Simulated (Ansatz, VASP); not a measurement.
# Pd in VASP and in Ansatz

The input INCAR:

```
ALGO = Normal
EDIFF = 1E-6
ENCUT = 520
GGA = CA
ISIF = 2
ISMEAR = -1
ISPIN = 2
LASPH = True
LCHARG = True
LELF = True
LMAXMIX = 4
LORBIT = 11
LREAL = False
LVHAR = True
LWAVE = False
MAGMOM = 0.5
NBANDS = 15
NELM = 150
PREC = Accurate
SIGMA = 0.05
```

The input KPOINTS:

```
k-points
0
Gamma
  16 16 16
```

POSCAR

```
Pd
1.0
   -1.4860078109      1.4860078109      1.4860078109
    1.4860078109     -1.4860078109      1.4860078109
    1.4860078109      1.4860078109     -1.4860078109
Pd
1
Direct
    0.0000000000      0.0000000000      0.0000000000
```

Input for Ansatz:

```yaml
crystal:
  lattice:
    - [-1.4860078109, 1.4860078109, 1.4860078109]
    - [1.4860078109, -1.4860078109, 1.4860078109]
    - [1.4860078109, 1.4860078109, -1.4860078109]
  atoms:
    - { symbol: Pd, position: [0.0, 0.0, 0.0], spin: 0.5 }
hamiltonian:
  xc: lda
  pseudopotentials:
    kind: paw
    azcp:
      Pd: "pseudopotentials/Pd.paw.azcp"
basis:
  ecutwfc: 420
  fft_grid_basis: typed
kpoints:
  mp_grid: { grid: [16, 16, 16], shift: [0, 0, 0] }
magnetization:
  spin_polarized: true
scf:
  occupations: { method: fermi_dirac, width: 0.05 }
  lower_state_search: "off"
output:
  stress: true
  write_density: true
  write_potential: true
  elf: true
  volumetric_format: npy
```

Alike in both runs: task single point; functional LDA; k mesh 16 × 16 × 16; occupations fermi-dirac, width 0.05 eV; collinear spin.

|  | VASP | Ansatz |
| --- | --- | --- |
| version | VASP 6.6.1 | Ansatz 0.2.0 |
| potentials or method | VASP PAW LDA potentials, release 64 (Pd) | plane waves (420 eV) with PAW, scalar-relativistic |
| plane-wave cutoff (eV) | 520 | 420 |
| valence electrons in the cell | 10 | 18 |

```tsv
	VASP	Ansatz	Ansatz less VASP
pressure (GPa)	23.3	23.1	-0.28
net moment per atom (μB)	0.00	0.00	0.000
```

The two sets of potentials don't hold the same shells in valence. Ansatz warned: «pseudo_functional_mismatch».

Caveats: so large a pressure means that the cell lies far from this level's equilibrium, or that cutoff or potentials fall short (VASP).
